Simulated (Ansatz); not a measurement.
**Relaxation of BaZrO$_{3}$**

All numbers below come from DFT PBE, scalar-relativistic, plane waves, PAW in Ansatz 0.2.0. (420 eV cutoff, 6×6×6 k-mesh, Gaussian smearing of 0.02 eV, no spin polarisation)

What was changed: biaxial strain in the a-b plane, c and atoms relaxed: -4.5 %.

Command:

```bash
ansatz run input.yaml --threads 1 --pin off --max-ram 2560MiB --backend cpu --events-out ev --progress --plain --runs-dir out
```

Input:

```yaml
crystal:
  lattice:
    - [4.0366052912, 0.0, 0.0]
    - [0.0, 4.0366052912, 0.0]
    - [0.0, 0.0, 4.3409357424]
  atoms:
    - { symbol: Ba, position: [0.0, 0.0, 0.0] }
    - { symbol: Zr, position: [0.5, 0.5, 0.5] }
    - { symbol: O, position: [0.5, 0.0, 0.5] }
    - { symbol: O, position: [0.5, 0.5, 0.0] }
    - { symbol: O, position: [0.0, 0.5, 0.5] }
basis:
  ecutwfc: 420
kpoints:
  mp_grid: { grid: [6, 6, 6] }
hamiltonian:
  xc: pbe
scf:
  occupations: { method: gaussian, width: 0.02 }
output:
  forces: true
  stress: true
  eigenvalues: true
relax:
  adjacent_minimum: "off"
  f_tol: 0.008
  max_steps: 40
  cell: { stress_tol: 0.015, fix: [a, b, gamma] }
```

F is the free energy. Steps run on the plane waves of an earlier cell, but the last one, and at times one on the way, on a freshly chosen basis, so a repeated geometry can differ a little in energy. The held parts of the cell keep their stress, so P needn't end at zero.

Steps:

```tsv
step	F − F(1) (eV)	largest force component (eV/Å)	V (Å³/atom)	P (GPa)
1	0.0000	0.000	14.146	12.88
2	0.0002	0.000	14.167	12.63
3	0.0002	0.000	14.166	12.64
4	-0.0002	0.000	14.166	12.65
```

Relaxed structure:

```xyz
5
Lattice="4.0366 0.0000 0.0000 0.0000 4.0366 0.0000 0.0000 0.0000 4.3470" Properties=species:S:1:pos:R:3 pbc="T T T"
Ba    0.0000    0.0000    0.0000
Zr    2.0183    2.0183    2.1735
O     2.0183    0.0000    2.1735
O     2.0183    2.0183    0.0000
O     0.0000    2.0183    2.1735
```

It takes space group P4/mmm (No. 123, tetragonal). Conventional cell: a = 4.037 Å, b = 4.037 Å, c = 4.347 Å, α = 90.00°, β = 90.00°, γ = 90.00°. Ba (site symmetry 4/mmm) is surrounded by 12 O at 2.85 to 2.97 Å. Zr (site symmetry 4/mmm) has 6 O at 2.02 to 2.17 Å as nearest neighbours. Around O (site symmetry mmm) lie 2 Zr at 2.02 Å. Around O (site symmetry 4/mmm) lie 2 Zr at 2.17 Å.

The run converged. Time: 21 s on 1 thread of Arm Neoverse V1, with other jobs on the host, peak memory 0.38 GiB.